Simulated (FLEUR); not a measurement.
# ZrSe2 (P-3m1) in FLEUR: further runs

Runs on ZrSe2. Level: PBE. Tasks: equation of state.

Everything below comes from runs of FLEUR MaX-R8.1 (later development tree). Logs are shortened: lines on timing, memory, paths and dates and some standing lists are left out, and cuts for length are marked.

### Step 1. The crystal as given

It takes space group P-3m1 (No. 164, trigonal). Conventional cell: a = 3.798 Å, b = 3.798 Å, c = 6.192 Å, α = 90.00°, β = 90.00°, γ = 120.00°. Zr (site symmetry -3m) is surrounded by 6 Se at 2.68 Å. Se (site symmetry 3m) is surrounded by 3 Zr at 2.68 Å.

### Step 2. Equation of state, PBE, 24.24 Å³/atom (volume scaled by 0.94)

Contents of inp.xml:

```xml
<?xml version="1.0" encoding="UTF-8" standalone="no"?>
<fleurInput fleurInputVersion="0.39">
   <comment>
      ZrSe2                                                                                               
   </comment>
   <calculationSetup>
      <cutoffs Kmax="3.97" Gmax="12.3" GmaxXC="12.3" numbands="0"/>
      <scfLoop itmax="60" minDistance="0.00001" maxIterBroyd="15" imix="Anderson" alpha="0.05" precondParam="0.0" spinf="2.0" sdNocoIR="T"/>
      <coreElectrons ctail="T" frcor="F" kcrel="0" coretail_lmax="0"/>
      <xcFunctional name="pbe" relativisticCorrections="F"/>
      <magnetism jspins="1"/>
      <soc l_soc="F" theta="0.0" phi="0.0" spav="F"/>
      <expertModes spex="0" secvar="F"/>
      <geometryOptimization l_f="F" forcealpha="1.0" forcemix="BFGS" epsdisp="0.0005" epsforce="0.0002"/>
      <ldaU l_linMix="F" mixParam="0.05" spinf="1.0"/>
   </calculationSetup>
   <cell>
      <bzIntegration valenceElectrons="44.0" mode="hist" fermiSmearingEnergy="0.00183747">
         <kPointListSelection listName="default-1"/>
         <!-- k-points included here -->
         <xi:include xmlns:xi="http://www.w3.org/2001/XInclude" href="kpts.xml"> </xi:include>
      </bzIntegration>
      <!-- symmetry operations included here -->
      <xi:include xmlns:xi="http://www.w3.org/2001/XInclude" href="sym.xml"> </xi:include>
      <bulkLattice scale="0.9795861087">
         <bravaisMatrix>
            <row-1>    7.1771798212307996     0.0000000000000000     0.0000000000000000</row-1>
            <row-2>   -3.5885899106153998     6.2156200527653880     0.0000000000000000</row-2>
            <row-3>    0.0000000000000000     0.0000000000000000    11.7011841635231999</row-3>
         </bravaisMatrix>
      </bulkLattice>
   </cell>
   <atomSpecies>
      <species name="Zirconium (Zr)" element="Zr" atomicNumber="40">
         <mtSphere radius="2.46" gridPoints="839" logIncrement="0.015"/>
         <atomicCutoffs lmax="10" lnonsphr="8"/>
         <electronConfig flipSpins="F">
            <coreConfig>(1s1/2) (2s1/2) (2p1/2) (2p3/2) (3s1/2) (3p1/2) (3p3/2) (3d3/2) (3d5/2)</coreConfig>
            <valenceConfig>(4s1/2) (4p1/2) (4p3/2) (5s1/2) (4d3/2) (4d5/2)</valenceConfig>
            <stateOccupation state="(4d3/2)" spinUp="0.400000" spinDown="0.400000"/>
            <stateOccupation state="(4d5/2)" spinUp="0.600000" spinDown="0.600000"/>
         </electronConfig>
         <energyParameters s="5" p="5" d="4" f="4"/>
         <lo type="SCLO" l="0" n="4" eDeriv="0"/>
         <lo type="SCLO" l="1" n="4" eDeriv="0"/>
         <lo type="SCLO" l="1" n="4" eDeriv="1"/>
         <lo type="SCLO" l="2" n="4" eDeriv="2"/>
         <lo type="SCLO" l="3" n="4" eDeriv="2"/>
      </species>
      <species name="Selenium (Se)" element="Se" atomicNumber="34">
         <mtSphere radius="2.09" gridPoints="715" logIncrement="0.017"/>
         <atomicCutoffs lmax="9" lnonsphr="7"/>
         <electronConfig flipSpins="F">
            <coreConfig>(1s1/2) (2s1/2) (2p1/2) (2p3/2) (3s1/2) (3p1/2) (3p3/2)</coreConfig>
            <valenceConfig>(3d3/2) (3d5/2) (4s1/2) (4p1/2) (4p3/2)</valenceConfig>
            <stateOccupation state="(4p1/2)" spinUp="0.666667" spinDown="0.666667"/>
            <stateOccupation state="(4p3/2)" spinUp="1.333333" spinDown="1.333333"/>
         </electronConfig>
         <energyParameters s="4" p="4" d="4" f="4"/>
         <lo type="SCLO" l="2" n="3" eDeriv="0"/>
         <lo type="SCLO" l="0" n="4" eDeriv="2"/>
         <lo type="SCLO" l="1" n="4" eDeriv="2"/>
         <lo type="SCLO" l="3" n="4" eDeriv="2"/>
      </species>
   </atomSpecies>
   <atomGroups>
      <atomGroup species="Zirconium (Zr)">
         <relPos label="                   1">.0000000000 .0000000000 .0000000000</relPos>
         <force calculate="T" relaxXYZ="TTT"/>
      </atomGroup>
      <atomGroup species="Selenium (Se)">
         <relPos label="                   2">-1.000/3.000 1.000/3.000 -1.000/4.000</relPos>
         <relPos label="                   3">1.000/3.000 -1.000/3.000 1.000/4.000</relPos>
         <force calculate="T" relaxXYZ="TTT"/>
      </atomGroup>
   </atomGroups>
   <output dos="F" band="F" slice="F">
      <checks vchk="F" cdinf="F"/>
      <bandDOS minEnergy="-.5*Htr" maxEnergy="0.5*Htr" sigma="0.015" storeEVData="T"/>
      <vacuumDOS vacdos="F" integ="F" star="F" nstars="0" locx1="0.0" locy1="0.0" locx2="0.0" locy2="0.0" nstm="0" tworkf="0.0"/>
      <unfoldingBand unfoldBand="F" supercellX="1" supercellY="1" supercellZ="1"/>
      <plotting iplot="0" polar="F">
         <plot TwoD="T" vec1="  1.0  0.0  0.0" vec2="  0.0  1.0  0.0" vec3="  0.0  0.0  1.0" zero="  0.0  0.0  0.0" file="plot"/>
      </plotting>
      <chargeDensitySlicing numkpt="0" minEigenval="0.0" maxEigenval="0.0" nnne="0" pallst="F"/>
      <specialOutput eonly="F"/>
      <moessbauerParams electricFieldGradient="T" isomerShift="T" coreHyperfine="T" valenceHyperfine="T"/>
      <magneticCircularDichroism mcd="F" energyLo="-10.0" energyUp="0.0"/>
   </output>
  <!-- We include the file relax.xml here to enable relaxations (see documentation) -->
  <xi:include xmlns:xi="http://www.w3.org/2001/XInclude" href="relax.xml"> <xi:fallback/> </xi:include>
</fleurInput>
```

Potentials or basis: all-electron, FLAPW.

The run is started by

```
> inpgen -f crystal.txt -profile fastHighL
> # inp.xml edited to the form shown
> fleur_MPI
```

Log:

```text
Welcome to FLEUR        (www.flapw.de)
      MaX-Release 8.1          (www.max-centre.eu)

 ========== k-point set info ==========
 Selected k-point list: default-1
 k-point list type: mesh
 8 x 8 x 5
 Number of k points: 40

 ------------Calculation Setup---------------------------
 Number of MPI-tasks      :            1
 Number of PE/node        :            1
 Number of OMP-threads    :            1
 Most efficient MPI parallelization for:
           1           2           4           5           8          10          20          40
 Additional eigenvalue parallelization possible
 Number of basis functions:          644
 Approximate size of matrices (H+S) per k-point:         0.006 GB
 --------------------------------------------------------
 Iteration:     1   Distance:       6.87129555 me/bohr^3
 Iteration:     2   Distance:       6.28305853 me/bohr^3
 Iteration:     3   Distance:       2.77554912 me/bohr^3
 Iteration:     4   Distance:       1.62523849 me/bohr^3
 Iteration:     5   Distance:       0.90020105 me/bohr^3
 Iteration:     6   Distance:       0.55249247 me/bohr^3
 Iteration:     7   Distance:       0.49238097 me/bohr^3
 Iteration:     8   Distance:       0.08494819 me/bohr^3
 Iteration:     9   Distance:       0.04884822 me/bohr^3
 Iteration:    10   Distance:       0.02142642 me/bohr^3
 Iteration:    11   Distance:       0.00454377 me/bohr^3
 Iteration:    12   Distance:       0.00267839 me/bohr^3
 Iteration:    13   Distance:       0.00083384 me/bohr^3
 Iteration:    14   Distance:       0.00006937 me/bohr^3
 Iteration:    15   Distance:       0.00005277 me/bohr^3
 Iteration:    16   Distance:       0.00004932 me/bohr^3
 Iteration:    17   Distance:       0.00002410 me/bohr^3
 Iteration:    18   Distance:       0.00000898 me/bohr^3

 ********************************************************************
 Run finished successfully
 Stop message:
   all done
 ********************************************************************
```

Run time: 94 s. Hardware: 1 thread of Arm Neoverse V1, shared host; peak memory 0.09 GiB.

Results:

| Property | Result |
| --- | --- |
| Free energy | -230203.7163 eV |
| Band gap on the k mesh | 0.34 eV, indirect (least direct gap 1.04 eV) |
| Valence electrons inside the program's atomic spheres | Zr 9.60; Se 13.62 (radii Zr 2.46, Se 2.09 bohr) |

Caveat: the plane-wave cutoff is short for the semicore states, which can make moduli rough; an odd mesh through Γ misses points on the zone boundary, where band edges often lie; this functional lacks dispersion, which binds the layers, so the pressure and a relaxed spacing across them are unreliable.

### Step 3. Equation of state, PBE, 24.75 Å³/atom (volume scaled by 0.96)

Changes to inp.xml since step 2:

```diff
@@ -24,3 +24,3 @@
       <xi:include xmlns:xi="http://www.w3.org/2001/XInclude" href="sym.xml"> </xi:include>
-      <bulkLattice scale="0.9795861087">
+      <bulkLattice scale="0.9864848297">
          <bravaisMatrix>
```

Potentials or basis: all-electron, FLAPW.

The run is started by

```
> inpgen -f crystal.txt -profile fastHighL
> # inp.xml edited to the form shown
> fleur_MPI
```

Wall time 97 s (1 thread of Arm Neoverse V1, shared host); peak memory 0.08 GiB.

The run converged. Its results:

- Free energy: -230203.7801 eV
- Band gap on the k mesh: 0.36 eV, indirect (least direct gap 1.05 eV)
- Valence electrons inside the program's atomic spheres: Zr 9.57; Se 13.61 (radii Zr 2.46, Se 2.09 bohr)

Caveat: the plane-wave cutoff is short for the semicore states, which can make moduli rough; an odd mesh through Γ misses points on the zone boundary, where band edges often lie; this functional lacks dispersion, which binds the layers, so the pressure and a relaxed spacing across them are unreliable.

### Step 4. Equation of state, PBE, 25.27 Å³/atom (volume scaled by 0.98)

Changes to inp.xml since step 3:

```diff
@@ -24,3 +24,3 @@
       <xi:include xmlns:xi="http://www.w3.org/2001/XInclude" href="sym.xml"> </xi:include>
-      <bulkLattice scale="0.9864848297">
+      <bulkLattice scale="0.9932883884">
          <bravaisMatrix>
```

The run is started by

```
> inpgen -f crystal.txt -profile fastHighL
> # inp.xml edited to the form shown
> fleur_MPI
```

Wall time 1.7 min (1 thread of Arm Neoverse V1, shared host); peak memory 0.08 GiB.

Results (log left out):

* Free energy: -230203.8241 eV
* Band gap on the k mesh: 0.39 eV, indirect (least direct gap 1.05 eV)
* Valence electrons inside the program's atomic spheres: Zr 9.54; Se 13.60 (radii Zr 2.46, Se 2.09 bohr)

Caveat: the plane-wave cutoff is short for the semicore states, which can make moduli rough; an odd mesh through Γ misses points on the zone boundary, where band edges often lie; this functional lacks dispersion, which binds the layers, so the pressure and a relaxed spacing across them are unreliable.

### Step 5. Equation of state, PBE, 25.78 Å³/atom

Changes to inp.xml since step 4:

```diff
@@ -24,3 +24,3 @@
       <xi:include xmlns:xi="http://www.w3.org/2001/XInclude" href="sym.xml"> </xi:include>
-      <bulkLattice scale="0.9932883884">
+      <bulkLattice scale="1.0000000000">
          <bravaisMatrix>
```

The run is started by

```
> inpgen -f crystal.txt -profile fastHighL
> # inp.xml edited to the form shown
> fleur_MPI
```

Wall time 1.7 min (1 thread of Arm Neoverse V1, shared host); peak memory 0.09 GiB.

Results (log left out):

```yaml
Free_energy: -230203.8510 eV
Band_gap_on_the_k_mesh: 0.41 eV, indirect (least direct gap 1.06 eV)
Valence_electrons_inside_the_program's_atomic_spheres: Zr 9.51; Se 13.59 (radii Zr 2.46, Se 2.09 bohr)
```

Caveat: the plane-wave cutoff is short for the semicore states, which can make moduli rough; an odd mesh through Γ misses points on the zone boundary, where band edges often lie; this functional lacks dispersion, which binds the layers, so the pressure and a relaxed spacing across them are unreliable.

### Step 6. Equation of state, PBE, 26.30 Å³/atom (volume scaled by 1.02)

Changes to inp.xml since step 5:

```diff
@@ -24,3 +24,3 @@
       <xi:include xmlns:xi="http://www.w3.org/2001/XInclude" href="sym.xml"> </xi:include>
-      <bulkLattice scale="1.0000000000">
+      <bulkLattice scale="1.0066227096">
          <bravaisMatrix>
```

Potentials or basis: all-electron, FLAPW.

The run is started by

```
> inpgen -f crystal.txt -profile fastHighL
> # inp.xml edited to the form shown
> fleur_MPI
```

Wall time 1.8 min (1 thread of Arm Neoverse V1, shared host); peak memory 0.09 GiB.

It converged, with:

```
Free energy                                           : -230203.8617 eV
Band gap on the k mesh                                : 0.43 eV, indirect (least direct gap 1.06 eV)
Valence electrons inside the program's atomic spheres : Zr 9.48; Se 13.58 (radii Zr 2.46, Se 2.09 bohr)
```

Caveat: the plane-wave cutoff is short for the semicore states, which can make moduli rough; an odd mesh through Γ misses points on the zone boundary, where band edges often lie; this functional lacks dispersion, which binds the layers, so the pressure and a relaxed spacing across them are unreliable.

### Step 7. Equation of state, PBE, 26.82 Å³/atom (volume scaled by 1.04)

Changes to inp.xml since step 6:

```diff
@@ -24,3 +24,3 @@
       <xi:include xmlns:xi="http://www.w3.org/2001/XInclude" href="sym.xml"> </xi:include>
-      <bulkLattice scale="1.0066227096">
+      <bulkLattice scale="1.0131594038">
          <bravaisMatrix>
```

The run is started by

```
> inpgen -f crystal.txt -profile fastHighL
> # inp.xml edited to the form shown
> fleur_MPI
```

Run time: 1.9 min. Hardware: 1 thread of Arm Neoverse V1, shared host; peak memory 0.09 GiB.

The run converged. Its results:

```
Free energy                                           : -230203.8582 eV
Band gap on the k mesh                                : 0.45 eV, indirect (least direct gap 1.06 eV)
Valence electrons inside the program's atomic spheres : Zr 9.46; Se 13.57 (radii Zr 2.46, Se 2.09 bohr)
```

Caveat: the plane-wave cutoff is short for the semicore states, which can make moduli rough; an odd mesh through Γ misses points on the zone boundary, where band edges often lie; this functional lacks dispersion, which binds the layers, so the pressure and a relaxed spacing across them are unreliable.

### Step 8. Equation of state, PBE, 27.33 Å³/atom (volume scaled by 1.06)

Changes to inp.xml since step 7:

```diff
@@ -24,3 +24,3 @@
       <xi:include xmlns:xi="http://www.w3.org/2001/XInclude" href="sym.xml"> </xi:include>
-      <bulkLattice scale="1.0131594038">
+      <bulkLattice scale="1.0196128224">
          <bravaisMatrix>
```

The run is started by

```
> inpgen -f crystal.txt -profile fastHighL
> # inp.xml edited to the form shown
> fleur_MPI
```

Wall time 2 min (1 thread of Arm Neoverse V1, shared host); peak memory 0.09 GiB.

Results (log left out):

| Property | Result |
| --- | --- |
| Free energy | -230203.8403 eV |
| Band gap on the k mesh | 0.47 eV, indirect (least direct gap 1.06 eV) |
| Valence electrons inside the program's atomic spheres | Zr 9.43; Se 13.56 (radii Zr 2.46, Se 2.09 bohr) |

Caveat: the plane-wave cutoff is short for the semicore states, which can make moduli rough; an odd mesh through Γ misses points on the zone boundary, where band edges often lie; this functional lacks dispersion, which binds the layers, so the pressure and a relaxed spacing across them are unreliable.

### Step 9. Equation of state, PBE

Potentials or basis: all-electron, FLAPW.

This step only gathers the single runs of the series.

Results:

```
Equilibrium volume                        : 26.41 Å³/atom
Bulk modulus at fixed shape and positions : 77 GPa
```

Energy against volume, from the lowest point:
```tsv
volume (Å³/atom)	energy (meV/atom)
24.237	48.47
24.753	27.20
25.268	12.53
25.784	3.57
26.300	0.00
26.815	1.17
27.331	7.14
```

Caveat: the plane-wave cutoff is short for the semicore states, which can make moduli rough; the cell was scaled at fixed shape and fractional positions, which overstates the stiffness of a crystal with free parameters, most of all of layers and chains; this functional lacks dispersion, which binds the layers, so the pressure and a relaxed spacing across them are unreliable.
